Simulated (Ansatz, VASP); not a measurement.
## PbSe: VASP beside Ansatz

POSCAR

```
PbSe
1.0
    0.0000000000      3.0887022216      3.0887022216
    3.0887022216      0.0000000000      3.0887022216
    3.0887022216      3.0887022216      0.0000000000
Pb Se
1 1
Direct
    0.0000000000      0.0000000000      0.0000000000
    0.5000000000      0.5000000000      0.5000000000
```

File INCAR.step1:

```
PREC = Accurate
ENCUT = 520
ISMEAR = 0
SIGMA = 0.01
LREAL = F
LASPH = T
NELM = 80
NBANDS = 17
GGA = PE
ALGO = Normal
EDIFF = 1E-4
LWAVE = T
LCHARG = F
```

Contents of INCAR.step2:

```
PREC = Accurate
ENCUT = 520
EDIFF = 1E-6
ISMEAR = 0
SIGMA = 0.01
LREAL = F
LASPH = T
NELM = 80
ALGO = Normal
ISIF = 2
LWAVE = F
LCHARG = F
METAGGA = R2SCAN
LMIXTAU = T
NBANDS = 17
ISTART = 1
```

KPOINTS

```
regular mesh
0
Gamma
  8 8 8
```

Input for Ansatz:

```yaml
crystal:
  lattice:
    - [0.0, 3.0887022216, 3.0887022216]
    - [3.0887022216, 0.0, 3.0887022216]
    - [3.0887022216, 3.0887022216, 0.0]
  atoms:
    - { symbol: Pb, position: [0.0, 0.0, 0.0] }
    - { symbol: Se, position: [0.5, 0.5, 0.5] }
kpoints:
  mp_grid: { grid: [8, 8, 8] }
  band_path:
    path:
      - [0.0, 0.0, 0.0]
      - [0.5, 0.0, 0.5]
      - [0.625, 0.25, 0.625]
      - [0.375, 0.375, 0.75]
      - [0.5, 0.5, 0.5]
      - [0.5, 0.25, 0.75]
      - [0.0, 0.0, 0.5]
    npoints: 1
hamiltonian:
  xc: r2scan
scf:
  occupations: { method: fixed }
  n_extra_bands: 4
output:
  forces: true
  stress: true
  eigenvalues: true
```

Alike in both runs: task single point; functional r2SCAN; k mesh 8 × 8 × 8; no spin polarisation.

|  | VASP | Ansatz |
| --- | --- | --- |
| version | VASP 6.6.1 | Ansatz 0.2.0 |
| potentials or method | VASP PAW PBE potentials, release 64 (Pb_d, Se) | plane waves, PAW |
| plane-wave cutoff (eV) | 520 | 500 |
| occupations | gaussian, width 0.01 eV | fixed |
| valence electrons in the cell | 20 | 30 |

Ansatz gave:

```
gap on the k mesh at the Fermi level (eV) : 0.66
pressure (GPa)                            : 0.0
```

**Question.** What did VASP give for the same quantities?

**Answer.** gap on the k mesh at the Fermi level (eV): 0.67; pressure (GPa): 0.0.

The two sets of potentials don't hold the same shells in valence.

Caveats: the PAW data sets were made with another functional, which shifts forces and pressure a little (VASP); spin-orbit coupling is left out, which as a rule narrows the gap of such compounds by several tenths of an eV. A k mesh can miss the band edges.
